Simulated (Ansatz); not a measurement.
Runs of Ansatz 0.2.0 on ZrSe2. The structure is trigonal, space group P-3m1 (No. 164). Conventional cell: a = 3.798 Å, b = 3.798 Å, c = 6.192 Å, α = 90.00°, β = 90.00°, γ = 120.00°. Zr (site symmetry -3m) is surrounded by 6 Se at 2.68 Å. Se (site symmetry 3m) has 3 Zr at 2.68 Å as nearest neighbours. 

| level | pressure (GPa) | relaxed volume (Å³/atom) |
| --- | --- | --- |
| revPBE+D3(BJ)+ATM | 0.0 | (a) |
| revPBE+D3(BJ) | 0.0 | 23.47 |
| revPBE | 0.0 | 38.30 |
| revPBE+D4 | 0.0 | 24.57 |

Alike in all rows: task relaxation of cell and atoms; potentials or basis all-electron LAPW, scalar-relativistic; no spin polarisation; cell relaxed; k mesh 8 × 8 × 5; smearing fermi-dirac 0.05 eV; basis error allowed 0.002 eV/atom.

**Question.** Estimate the missing entries.

**Answer.** (a) 23.65.

Caveats: the volume moved by over 15 % at a fixed basis, so the end points are rough (some runs); this functional lacks dispersion, which binds the layers, so the pressure and a relaxed spacing across them are unreliable, and here the layers came unbound (some runs).
